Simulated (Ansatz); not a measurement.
# Li2Se: the cost of one run

Method: DFT r2SCAN, scalar-relativistic, plane waves, PAW, in Ansatz 0.2.0.

1 further run of the same task is left out (set aside as unsound or not needed).

**1. The starting structure**

The structure is cubic, space group Fm-3m (No. 225). The conventional cell has a = 5.987 Å, b = 5.987 Å, c = 5.987 Å, α = 90.00°, β = 90.00°, γ = 90.00°. Around Li (site symmetry -43m) lie 4 Se at 2.59 Å. Se (site symmetry m-3m) is surrounded by 8 Li at 2.59 Å.

Structure file:

```xyz
3
Lattice="0.0000 2.9934 2.9934 2.9934 0.0000 2.9934 2.9934 2.9934 0.0000" Properties=species:S:1:pos:R:3 pbc="T T T"
Li    1.4967    1.4967    1.4967
Li    4.4901    4.4901    4.4901
Se    0.0000    0.0000    0.0000
```

It is the result of an earlier relaxation at this level (volume 17.88 Å³/atom; gap on the mesh: 3.48 eV).

**2. Electronic structure at the relaxed geometry**

input.yaml

```yaml
crystal:
  lattice:
    - [0.0, 2.9934090211, 2.9934090211]
    - [2.9934090211, 0.0, 2.9934090211]
    - [2.9934090211, 2.9934090211, 0.0]
  atoms:
    - { symbol: Li, position: [0.25, 0.25, 0.25] }
    - { symbol: Li, position: [0.75, 0.75, 0.75] }
    - { symbol: Se, position: [0.0, 0.0, 0.0] }
basis:
  ecutwfc: 500
kpoints:
  mp_grid: { grid: [8, 8, 8] }
  band_path:
    path:
      - [[0.0, 0.0, 0.0], [0.5, 0.0, 0.5], [0.625, 0.25, 0.625]]
      - [[0.375, 0.375, 0.75], [0.0, 0.0, 0.0], [0.5, 0.5, 0.5], [0.5, 0.25, 0.75], [0.5, 0.0, 0.5]]
    npoints: 14
hamiltonian:
  xc: r2scan
scf:
  occupations: { method: gaussian, width: 0.02 }
  n_extra_bands: 7
output:
  forces: true
  stress: true
  eigenvalues: true
  populations: true
  dos: { projected: true, de: 0.02, nscf_kmesh: { grid: [12, 12, 12] } }
  bader: true
  write_density: true
  write_potential: true
  elf: true
  volumetric_format: npy
```

Run with:

```
$ ansatz run input.yaml --threads 1 --pin off --max-ram 2560MiB --backend cpu --events-out ev --progress --plain --runs-dir out
```

**Question.** How long does this run take on 1 thread of Arm Neoverse V2, shared host, and how much memory does it need?

About 23 s, with a peak of 0.45 GiB.
